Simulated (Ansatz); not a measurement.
**Ta2N: properties at the relaxed cell**

The task here is to estimate one member of a computed series from the others.

Method: DFT PBEsol, scalar-relativistic, plane waves, PAW, in Ansatz 0.2.0.

1 further run of the same task is left out (set aside as unsound or not needed). Runs told in other sessions of the task aren't counted.

## The starting structure

The structure is trigonal, space group P-31m (No. 162). Conventional cell: a = 5.264 Å, b = 5.264 Å, c = 4.913 Å, α = 90.00°, β = 90.00°, γ = 120.00°. Around Ta (site symmetry m) lie 3 N at 2.13 to 2.15 Å. N (site symmetry 32) is surrounded by 6 Ta at 2.15 Å. N (site symmetry -3m) has 6 Ta at 2.13 Å in its first shell of neighbours.

As a file:

```xyz
9
Lattice="5.2641 0.0000 0.0000 -2.6320 4.5588 0.0000 0.0000 0.0000 4.9126" Properties=species:S:1:pos:R:3 pbc="T T T"
Ta    1.7551    3.0399    3.6982
Ta   -0.8770    1.5190    3.6982
Ta    1.7540    0.0000    3.6982
Ta    0.8770    1.5190    1.2144
Ta   -1.7551    3.0399    1.2144
Ta    3.5101    0.0000    1.2144
N     2.6320    1.5196    2.4563
N     0.0000    3.0392    2.4563
N     0.0000    0.0000    0.0000
```

It goes back to an entry of the Materials Project, which need not be the stable form.

It is the result of an earlier relaxation at this level (volume 13.10 Å³/atom; gap on the mesh: none (metal)).

Set-up of the first run:

The input, input.yaml:

```yaml
crystal:
  lattice:
    - [5.2109212501, 0.0, 0.0]
    - [-2.605460625, 4.5127901797, 0.0]
    - [0.0, 0.0, 4.8629767662]
  atoms:
    - { symbol: Ta, position: [0.6668041045, 0.6668041045, 0.7527922812] }
    - { symbol: Ta, position: [0.0, 0.3331958955, 0.7527922812] }
    - { symbol: Ta, position: [0.3331958955, 0.0, 0.7527922812] }
    - { symbol: Ta, position: [0.3331958955, 0.3331958955, 0.2472077188] }
    - { symbol: Ta, position: [0.0, 0.6668041045, 0.2472077188] }
    - { symbol: Ta, position: [0.6668041045, 0.0, 0.2472077188] }
    - { symbol: "N", position: [0.6666666667, 0.3333333333, 0.5] }
    - { symbol: "N", position: [0.3333333333, 0.6666666667, 0.5] }
    - { symbol: "N", position: [0.0, 0.0, 0.0] }
basis:
  ecutwfc: 420
kpoints:
  mp_grid: { grid: [12, 12, 8] }
hamiltonian:
  xc: pbesol
scf:
  occupations: { method: gaussian, width: 0.1 }
output:
  forces: true
  stress: true
  eigenvalues: true
  write_density: true
  write_potential: true
  elf: true
  volumetric_format: npy
relax:
  adjacent_minimum: "off"
  f_tol: 0.01
  max_steps: 30
  cell: { stress_tol: 0.1, fix: [volume] }
```

On the command line:

```sh
ansatz run input.yaml --threads 2 --pin off --max-ram 5120MiB --backend cpu --events-out ev --progress --plain --runs-dir out
```

Among the steps run: The cell scaled to 0.97 of its volume; The cell scaled to 1.03 of its volume; The cell scaled to 0.94 of its volume; Volume × 1.06; Volume × 0.91; Volume × 1.10; The cell scaled to 0.88 of its volume.

One of the session's tables, all rows but one given; the rest of the session is left out.

It belongs to the step «Equation of state». 

```
volume (Å³/atom)  energy above the lowest point (meV/atom)  pressure (GPa)
          11.527                                     222.3           50.72
          11.920                                     117.9           34.87
          12.313                                      49.4           21.35
          12.706                                      11.6            9.81
          13.099                                       0.0           -0.05
          13.492                                      10.7           -8.46
          13.885                                         ?               ?
          14.409                                     105.2          -23.57
```

**Question.** Estimate the row for volume (Å³/atom) = 13.885.

Worked estimate for «energy above the lowest point (meV/atom)». A straight line through the neighbours (13.492, 10.7) and (14.409, 105.2) gives 10.7 + (105.2 − 10.7) × (13.885 − 13.492) / (14.409 − 13.492) = 51.2; a parabola fitted to 3 rows on both sides gives 39.3.

As computed: energy above the lowest point (meV/atom): 40.6; pressure (GPa): -15.63. In «energy above the lowest point (meV/atom)» the line misses by +10.6 and the parabola by -1.3.

Caveats from the session: The final runs have no spin polarisation, so a magnetic state may lie lower.
